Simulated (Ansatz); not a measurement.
Starting cell, InN (wurtzite):

```yaml
crystal:
  lattice:
    - [3.53693, 0.00000, 0.00000]
    - [-1.76847, 3.06307, 0.00000]
    - [0.00000, 0.00000, 5.71356]
  atoms:
    - { symbol: In, position: [0.66667, 0.33333, 0.00203] }
    - { symbol: In, position: [0.33333, 0.66667, 0.50203] }
    - { symbol: N, position: [0.66667, 0.33333, 0.62317] }
    - { symbol: N, position: [0.33333, 0.66667, 0.12317] }
```

Scan: atom 1 (In, nearest neighbour N at 2.156 Å; its periodic images, 3.5 Å or more away, move with it) is displaced towards the nearest neighbour, direction (-0.820, 0.474, 0.321) in Cartesian axes, by s. The other atoms stay.

These are PBEsol (plane waves to 420 eV, PAW, scalar-relativistic; Ansatz, a quantum-chemistry and plane-wave program) values and carry that method's errors. k mesh 9×9×5 (Γ-centred), Fermi-Dirac smearing 0.05 eV. The energy includes the smearing's −TS. Stress and pressure are positive under compression. With partly filled bands, energies and forces of such displacements shift with the k mesh and the smearing. F∥ is the force on the atom along that direction. At this level the bands of InN touch or barely overlap; measurements give the solid a gap. InN was relaxed with its symmetry unable to fall. The zero of ΔE is the undisplaced structure.

| s (Å) | ΔE (eV/cell) | P (GPa) | F∥ (eV/Å) |
|---|---|---|---|
| -0.430 | 0.547 | 3.2 | ? |
| -0.344 | 0.394 | 2.4 | ? |
| -0.258 | ? | 1.6 | 1.589 |
| -0.172 | 0.125 | 0.8 | 1.277 |
| -0.086 | 0.035 | 0.2 | 0.768 |
| 0.000 | 0.000 | 0.0 | 0.000 |
| 0.086 | 0.045 | 0.3 | -1.115 |
| 0.172 | ? | 1.3 | -2.697 |
| 0.258 | 0.527 | 3.4 | -4.921 |
| 0.344 | 1.077 | 6.8 | -8.040 |
| 0.430 | 1.946 | 12.0 | -12.422 |

Fill in the missing entries.


- -0.430, F∥ (eV/Å): 1.801
- -0.344, F∥ (eV/Å): 1.752
- -0.258, ΔE (eV/cell): 0.249
- 0.172, ΔE (eV/cell): 0.205

(A displaced cell: forces are minus the slopes of the energy, force constants its curvatures, and phonons follow from these.)
